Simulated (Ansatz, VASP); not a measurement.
As: VASP beside Ansatz

INCAR

```
PREC = Accurate
ENCUT = 600
EDIFF = 1E-6
ISMEAR = 0
SIGMA = 0.1
LREAL = False
LASPH = True
NELM = 80
ALGO = Normal
ISIF = 3
LWAVE = False
LCHARG = False
GGA = PE
IBRION = 2
NSW = 90
EDIFFG = -0.04
```

KPOINTS

```
Automatic mesh
0
Gamma
  4 4 4
```

File POSCAR:

```
As
1.0
    4.1894549500      0.0000000000      0.0000000000
    0.0000000000      4.1894549500      0.0000000000
    0.0000000000      0.0000000000      4.1894549500
As
3
Direct
    0.5000000000      0.0000000000      0.0000000000
    0.0000000000      0.5000000000      0.0000000000
    0.0000000000      0.0000000000      0.5000000000
```

Input for Ansatz:

```yaml
crystal:
  lattice:
    - [4.18945495, 0.0, 0.0]
    - [0.0, 4.18945495, 0.0]
    - [0.0, 0.0, 4.18945495]
  atoms:
    - { symbol: As, position: [0.5, 0.0, 0.0] }
    - { symbol: As, position: [0.0, 0.5, 0.0] }
    - { symbol: As, position: [0.0, 0.0, 0.5] }
basis:
  ecutwfc: 420
kpoints:
  mp_grid: { grid: [4, 4, 4] }
hamiltonian:
  xc: pbe
scf:
  occupations: { method: gaussian, width: 0.1 }
  lower_state_search: "off"
output:
  forces: true
  stress: true
  eigenvalues: true
relax:
  adjacent_minimum: "off"
  f_tol: 0.04
  max_steps: 70
  cell: { stress_tol: 0.4 }
```

Alike in both runs: task relaxation of cell and atoms; functional PBE; k mesh 4 × 4 × 4; occupations gaussian, width 0.1 eV; no spin polarisation.

|  | VASP | Ansatz |
| --- | --- | --- |
| version | VASP 6.6.1 | Ansatz 0.2.0 |
| potentials or method | VASP PAW PBE potentials, release 64 (As) | scalar-relativistic, plane waves, PAW |
| plane-wave cutoff (eV) | 600 | 420 |
| valence electrons in the cell | 15 | 45 |

|  | VASP | Ansatz | Ansatz less VASP |
| --- | --- | --- | --- |
| gap on the k mesh at the Fermi level, each at its own relaxed structure (eV) | none | none | - |
| relaxed volume (Å³/atom) | 22.35 | 22.34 | -0.005 |
| relaxed cell length with the largest relative difference (Å) | 4.063 | 4.062 | -0.0003 |
| energy change over the relaxation (meV/atom) | -40 | -40 | -0.7 |

A gap of «none» marks a metal or a gap that the smearing closes. The two sets of potentials don't hold the same shells in valence.

Caveats: the k mesh is coarse (spacing up to 0.37 Å⁻¹), so the values aren't converged.
